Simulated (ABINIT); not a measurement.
# Hf (P6_3/mmc) in ABINIT: a series of runs

The runs below take Hf through single point, with r2SCAN, PBEsol, PBE.

Everything below comes from runs of ABINIT 10.8.3 (patched build). Logs are shortened: lines on timing, memory, paths and dates and some standing lists are left out, and cuts for length are marked. The log counts tension as positive stress, the text compression.

### Step 1. The structure

Symmetry: P6_3/mmc, No. 194, hexagonal system. Conventional cell: a = 3.197 Å, b = 3.197 Å, c = 5.058 Å, α = 90.00°, β = 90.00°, γ = 120.00°. Around Hf (site symmetry -6m2) lie 12 Hf at 3.13 to 3.20 Å.

### Step 2. Single point, r2SCAN

File run.abi:

```
# Pseudopotentials
pp_dirpath "./"
pseudos "Hf.GGA_PBE-JTH.xml"

# Structure
acell 3*1.0
rprim
     6.0408875026     0.0000000000     0.0000000000
    -3.0204437513     5.2315620387     0.0000000000
     0.0000000000     0.0000000000     9.5578567931
ntypat 1
znucl 72
natom 2
typat 1 1
xred
     0.6666666667     0.3333333333     0.7500000000
     0.3333333333     0.6666666667     0.2500000000

# Plane-wave basis
ecut 23.0
pawecutdg 45.0

# k points
kptopt 1
ngkpt 8 8 4
nshiftk 1
shiftk 0.0 0.0 0.0

# Exchange and correlation
ixc -497498
usekden 1
pawxcdev 0

# Bands and occupations
nband 16
occopt 3
tsmear 0.05 eV

# SCF cycle
nstep 100
tolvrs 1.0e-7

# Output
iomode 3
prtwf 0
prtden 0
prteig 0
prtebands 0
enunit 1
```

Potentials or basis: JTH PAW PBE v2.0.

On the command line:

```
abinit run.abi > log 2>&1
```

run.abo:

```text
.Version 10.8.3 of ABINIT
 Symmetries : space group P6_3/m m c (#194); Bravais hP (primitive hexag.)
================================================================================
 Values of the parameters that define the memory need of the present run
     intxc =       0    ionmov =       0      iscf =      17    lmnmax =      18
     lnmax =       6     mgfft =      45  mpssoang =       3    mqgrid =    3001
     natom =       2  nloc_mem =       2    nspden =       1   nspinor =       1
    nsppol =       1      nsym =      24    n1xccc =       1    ntypat =       1
    occopt =       3   xclevel =       2
       mpw =        1611          nfft =       40500          nkpt =          30
 PAW method is used; the additional fine FFT grid is defined by:
   mgfftf=        60    nfftf =     96000
================================================================================
================================================================================

--------------------------------------------------------------------------------
------------- Echo of variables that govern the present computation ------------
--------------------------------------------------------------------------------
 -outvars: echo values of preprocessed input variables --------
            acell      1.0000000000E+00  1.0000000000E+00  1.0000000000E+00 Bohr
              amu      1.78490000E+02
             ecut      2.30000000E+01 Hartree
           enunit           1
              ixc     -497498
         kptrlatt        8    0    0      0    8    0      0    0    4
          kptrlen      3.82314272E+01
            natom           2
            nband          16
            ngfft          30      30      45
          ngfftdg          40      40      60
             nkpt          30
            nstep         100
             nsym          24
           ntypat           1
           occopt           3
        pawecutdg      4.50000000E+01 Hartree
         pawxcdev           0
           prtden           0
        prtebands           0
           prteig           0
          prtkden           1
            prtwf           0
            rprim      6.0408875026E+00  0.0000000000E+00  0.0000000000E+00
                      -3.0204437513E+00  5.2315620387E+00  0.0000000000E+00
                       0.0000000000E+00  0.0000000000E+00  9.5578567931E+00
          spgroup         194
           tolvrs      1.00000000E-07
           tsmear      1.83746611E-03 Hartree
            typat      1  1
          usekden           1
           useylm           1
           xangst      1.5983499989E+00  9.2280780214E-01  3.7933499974E+00
                      -1.0071997398E-16  1.8456156043E+00  1.2644499991E+00
            xcart      3.0204437513E+00  1.7438540129E+00  7.1683925948E+00
                      -1.9033316623E-16  3.4877080258E+00  2.3894641983E+00
             xred      6.6666666667E-01  3.3333333333E-01  7.5000000000E-01
                       3.3333333333E-01  6.6666666667E-01  2.5000000000E-01
            znucl       72.00000

================================================================================
[... 122 lines left out ...]
    1       0.000000000000     -0.000000000000      0.000000000000
    2       0.000000000000      0.000000000000      0.000000000000

 cartesian coordinates (angstrom) at end:
    1      1.59834999891799     0.92280780214238     3.79334999741376
    2     -0.00000000000000     1.84561560428476     1.26444999913792

 cartesian forces (hartree/bohr) at end:
    1      0.00000000000000     0.00000000000000    -0.00000000000000
    2     -0.00000000000000    -0.00000000000000    -0.00000000000000
 frms,max,avg= 1.3236037E-27 2.2646466E-27   0.000E+00  0.000E+00  0.000E+00 h/b

 cartesian forces (eV/Angstrom) at end:
    1      0.00000000000000     0.00000000000000    -0.00000000000000
    2     -0.00000000000000    -0.00000000000000    -0.00000000000000
 frms,max,avg= 6.8062437E-26 1.1645281E-25   0.000E+00  0.000E+00  0.000E+00 e/A
 length scales=  1.000000000000  1.000000000000  1.000000000000 bohr
              =  0.529177210544  0.529177210544  0.529177210544 angstroms
 Fermi (or HOMO) energy (eV) =  -1.69269   Average Vxc (eV)= -12.04596
 Eigenvalues (   eV  ) for nkpt=  30  k points:
 kpt#   1, nband= 16, wtk=  0.00391, kpt=  0.0000  0.0000  0.0000 (reduced coord)
 -65.48730  -65.40957  -33.92775  -33.16033  -33.16033  -33.03248  -33.03159  -33.03159
  -9.43075   -5.55046   -1.26000   -0.37672   -0.37672   -0.08597    0.49510    0.49653
 prteigrs : prtvol=0 or 1, do not print more k-points.

--- !EnergyTerms
iteration_state     : {dtset: 1, }
comment             : Components of total free energy in Hartree
kinetic             :  1.06344468382941E+01
hartree             :  1.25946399810856E+01
xc                  : -1.68038896486742E+01
Ewald energy        : -7.80846832096519E+01
psp_core            :  1.47513160800113E+01
local_psp           : -1.82052820328462E+00
PAW spherical_terms :  4.01412839973578E+01
internal            : -1.85874141648619E+01
'-kT*entropy'       : -2.11479303262980E-04
total_energy        : -1.85876256441652E+01
total_energy_eV     : -5.05795060799081E+02
...

--- !EnergyTermsDC
iteration_state     : {dtset: 1, }
comment             : '"Double-counting" decomposition of free energy'
band_energy         : -2.55232310991579E+01
Ewald energy        : -7.80846832096519E+01
psp_core            :  1.47513160800113E+01
xc_dc               : -2.15218179850350E+01
PAW spherical_terms :  9.17909852155483E+01
internal            : -1.85874309982852E+01
'-kT*entropy'       : -2.11479303262980E-04
total_energy_dc     : -1.85876424775884E+01
total_energy_dc_eV  : -5.05795518859862E+02
...

--- !EnergyTermsWithPAWCore
iteration_state     : {dtset: 1, }
comment             : 'Components of total free energy, including PAW core contributions'
Total energy        : -3.01578699371398E+04
Total energy DC     : -3.01578699539732E+04
Total energy (eV)   : -8.20637447215569E+05
Total energy DC (eV): -8.20637447673630E+05
...

 Cartesian components of stress tensor (hartree/bohr^3)
  sigma(1 1)=  1.51080368E-05  sigma(3 2)=  0.00000000E+00
  sigma(2 2)=  1.51080360E-05  sigma(3 1)=  0.00000000E+00
  sigma(3 3)=  1.78601603E-05  sigma(2 1)=  0.00000000E+00

-Cartesian components of stress tensor (GPa)         [Pressure= -4.7148E-01 GPa]
- sigma(1 1)=  4.44493790E-01  sigma(3 2)=  0.00000000E+00
- sigma(2 2)=  4.44493765E-01  sigma(3 1)=  0.00000000E+00
- sigma(3 3)=  5.25464056E-01  sigma(2 1)=  0.00000000E+00

== END DATASET(S) ==============================================================
================================================================================

 -outvars: echo values of variables after computation  --------
            acell      1.0000000000E+00  1.0000000000E+00  1.0000000000E+00 Bohr
           etotal     -1.8587642478E+01
            fcart      3.5658935506E-28  2.2646465614E-27 -0.0000000000E+00
                      -3.5658935506E-28 -2.2646465614E-27 -0.0000000000E+00
            rprim      6.0408875026E+00  0.0000000000E+00  0.0000000000E+00
                      -3.0204437513E+00  5.2315620387E+00  0.0000000000E+00
                       0.0000000000E+00  0.0000000000E+00  9.5578567931E+00
           strten      1.5108036826E-05  1.5108035996E-05  1.7860160261E-05
                       0.0000000000E+00  0.0000000000E+00  0.0000000000E+00
           xangst      1.5983499989E+00  9.2280780214E-01  3.7933499974E+00
                      -1.0071997398E-16  1.8456156043E+00  1.2644499991E+00
             xred      6.6666666667E-01  3.3333333333E-01  7.5000000000E-01
                       3.3333333333E-01  6.6666666667E-01  2.5000000000E-01
 Calculation completed.
```

It took 92 s on 1 thread of Intel Xeon at 2.70GHz, shared host; peak memory 0.17 GiB.

Results:

* Free energy: -505.7955 eV
* Pressure: -0.5 GPa
* Band gap on the k mesh: none (metal or under the smearing width)
* Valence electrons inside the program's atomic spheres: Hf 9.46 (radii [1.2759] Å)

Stress tensor (GPa, compression positive):
```
-0.44  0.00  0.00
 0.00 -0.44  0.00
 0.00  0.00 -0.53
```

Levels at points of the mesh, in eV from the Fermi level:
```csv
k point,band 9,band 10,band 11,band 12,band 13,band 14,band 15,band 16
"(0.00, 0.00, 0.00)",-7.74,-3.86,0.43,1.32,1.32,1.61,2.19,2.19
"(0.50, 0.00, 0.00)",-3.49,-2.86,-2.33,-1.00,0.93,0.97,1.80,6.20
"(0.00, 0.00, 0.50)",-5.68,-5.68,0.14,0.14,1.22,1.22,1.22,1.22
"(0.50, 0.00, 0.50)",-3.53,-3.53,-1.03,-1.03,1.09,1.09,2.88,2.88
```

Caveat: totals of a meta-GGA on PAW files have another zero than those of a GGA; the PAW data sets were made with another functional, which shifts forces and pressure a little.

### Step 3. Single point, PBEsol

File run.abi:

```
# Pseudopotentials
pp_dirpath "./"
pseudos "Hf.GGA_PBE-JTH.xml"

# Structure
acell 3*1.0 Angstrom
rprim
     3.1967000000     0.0000000000     0.0000000000
    -1.5983500000     2.7684234083     0.0000000000
     0.0000000000     0.0000000000     5.0578000000
ntypat 1
znucl 72
natom 2
typat 1 1
xred
     0.6666666667     0.3333333333     0.7500000000
     0.3333333333     0.6666666667     0.2500000000

# Plane-wave basis
ecut 517.016339 eV
pawecutdg 38.0

# k points
kptopt 1
ngkpt 13 13 6
nshiftk 1
shiftk 0.0 0.0 0.0

# Exchange and correlation
ixc -116133

# Bands and occupations
nband 16
occopt 3
tsmear 0.05 eV

# SCF cycle
nstep 100
tolvrs 1.0e-9

# Output
iomode 3
prtwf 0
prteig 0
prtebands 0
enunit 1
prtden 1
prtvha 1
prtvclmb 1
prtpot 1
```

Potentials or basis: JTH PAW PBE v2.0.

On the command line:

```
abinit run.abi > log 2>&1
```

Run time: 40 s. Hardware: 1 thread of Intel Xeon at 2.70GHz, shared host; peak memory 0.17 GiB.

Results (log left out):

* Free energy: -2725.8977 eV
* Pressure: -3.8 GPa
* Band gap on the k mesh: none (metal or under the smearing width)
* Valence electrons inside the program's atomic spheres: Hf 9.48 (radii [1.2759] Å)

Stress tensor (GPa, compression positive):
```
-3.78  0.00  0.00
 0.00 -3.78  0.00
 0.00  0.00 -3.89
```

Levels at points of the mesh, in eV from the Fermi level:
| k point | band 9 | band 10 | band 11 | band 12 | band 13 | band 14 | band 15 | band 16 |
| --- | --- | --- | --- | --- | --- | --- | --- | --- |
| (0.00, 0.00, 0.00) | -7.41 | -3.73 | 0.63 | 1.16 | 1.16 | 1.44 | 1.98 | 1.98 |
| (0.00, 0.00, 0.50) | -5.43 | -5.43 | 0.13 | 0.13 | 1.05 | 1.05 | 1.05 | 1.05 |

Caveat: the PAW data sets were made with another functional, which shifts forces and pressure a little.

### Step 4. Single point, PBE

File run.abi:

```
# Pseudopotentials
pp_dirpath "./"
pseudos "Hf.GGA_PBE-JTH.xml"

# Structure
acell 6.0408875026 6.0408875026 9.5578567931
rprim
     1.0000000000     0.0000000000     0.0000000000
    -0.5000000000     0.8660254038     0.0000000000
     0.0000000000     0.0000000000     1.0000000000
ntypat 1
znucl 72
natom 2
typat 1 1
xred
     0.6666666667     0.3333333333     0.7500000000
     0.3333333333     0.6666666667     0.2500000000

# Plane-wave basis
ecut 517.016339 eV
pawecutdg 38.0

# k points
kptopt 1
ngkpt 8 8 4
nshiftk 1
shiftk 0.0 0.0 0.0

# Exchange and correlation
ixc 11

# Bands and occupations
nband 16
occopt 3
tsmear 0.00183747

# SCF cycle
nstep 100
tolvrs 1.0e-9

# Output
iomode 3
prtwf 0
prtden 0
prteig 0
prtebands 0
```

Potentials or basis: JTH PAW PBE v2.0.

On the command line:

```
abinit run.abi > log 2>&1
```

run.abo:

```text
.Version 10.8.3 of ABINIT
 Symmetries : space group P6_3/m m c (#194); Bravais hP (primitive hexag.)
================================================================================
 Values of the parameters that define the memory need of the present run
     intxc =       0    ionmov =       0      iscf =      17    lmnmax =      18
     lnmax =       6     mgfft =      40  mpssoang =       3    mqgrid =    3001
     natom =       2  nloc_mem =       2    nspden =       1   nspinor =       1
    nsppol =       1      nsym =      24    n1xccc =       1    ntypat =       1
    occopt =       3   xclevel =       2
       mpw =        1208          nfft =       23040          nkpt =          30
 PAW method is used; the additional fine FFT grid is defined by:
   mgfftf=        54    nfftf =     69984
================================================================================
================================================================================

--------------------------------------------------------------------------------
------------- Echo of variables that govern the present computation ------------
[... 230 lines left out ...]
- sigma(2 2)= -3.67781422E-01  sigma(3 1)=  0.00000000E+00
- sigma(3 3)= -4.67985815E-01  sigma(2 1)=  0.00000000E+00

== END DATASET(S) ==============================================================
================================================================================

 -outvars: echo values of variables after computation  --------
            acell      6.0408875026E+00  6.0408875026E+00  9.5578567931E+00 Bohr
           etotal     -1.0007118281E+02
            fcart      0.0000000000E+00  4.9410470431E-27 -0.0000000000E+00
                       0.0000000000E+00 -4.9410470431E-27 -0.0000000000E+00
            rprim      1.0000000000E+00  0.0000000000E+00  0.0000000000E+00
                      -5.0000000000E-01  8.6602540380E-01  0.0000000000E+00
                       0.0000000000E+00  0.0000000000E+00  1.0000000000E+00
           strten     -1.2500634689E-05 -1.2500636444E-05 -1.5906514527E-05
                       0.0000000000E+00  0.0000000000E+00  0.0000000000E+00
           xangst      1.5983499989E+00  9.2280780215E-01  3.7933499974E+00
                      -1.0071997398E-16  1.8456156043E+00  1.2644499991E+00
             xred      6.6666666667E-01  3.3333333333E-01  7.5000000000E-01
                       3.3333333333E-01  6.6666666667E-01  2.5000000000E-01
 Calculation completed.
```

It took 15 s on 1 thread of Intel Xeon at 2.70GHz, shared host; peak memory 0.13 GiB.

What came out:

* Free energy: -2723.0756 eV
* Pressure: 0.4 GPa
* Band gap on the k mesh: none (metal or under the smearing width)
* Valence electrons inside the program's atomic spheres: Hf 9.47 (radii [1.2759] Å)

Levels at points of the mesh, in eV from the Fermi level:
| k point | band 10 | band 11 | band 12 | band 13 | band 14 | band 15 |
| --- | --- | --- | --- | --- | --- | --- |
| (0.00, 0.00, 0.00) | -3.75 | 0.57 | 1.15 | 1.15 | 1.43 | 1.97 |
| (0.50, 0.00, 0.00) | -2.79 | -2.27 | -0.86 | 0.76 | 0.83 | 1.64 |
| (0.00, 0.00, 0.50) | -5.45 | 0.11 | 0.11 | 1.04 | 1.04 | 1.04 |
| (0.50, 0.00, 0.50) | -3.45 | -1.03 | -1.03 | 1.12 | 1.12 | 2.62 |

The run has no spin-orbit coupling, so splittings on Hf are missing.

### Step 5. Summary

| level | k mesh | cutoff (eV) | fine-grid cutoff | gap on the mesh (eV) | pressure (GPa) |
| --- | --- | --- | --- | --- | --- |
| r2SCAN | 8 × 8 × 4 | 626 | 1224.51 eV | none | -0.5 |
| PBEsol | 13 × 13 × 6 | 517 | 1034.03 eV | none | -3.8 |
| PBE | 8 × 8 × 4 | 517 | 1034.03 eV | none | 0.4 |

Alike in all rows: task single point; potentials or basis JTH PAW PBE v2.0; no spin polarisation; cell as given; smearing fermi-dirac 0.05 eV.

Every run on the cell as given and a fine mesh finds a metal. The pressure there spans -3.8 GPa (PBEsol) to 0.4 GPa (PBE); a positive pressure means that this level wants a larger cell, a negative one a smaller.

Caveats: the PAW data sets were made with another functional, which shifts forces and pressure a little (some runs); totals of a meta-GGA on PAW files have another zero than those of a GGA (some runs).

Absolute energies hang on the potentials; compare differences alone.
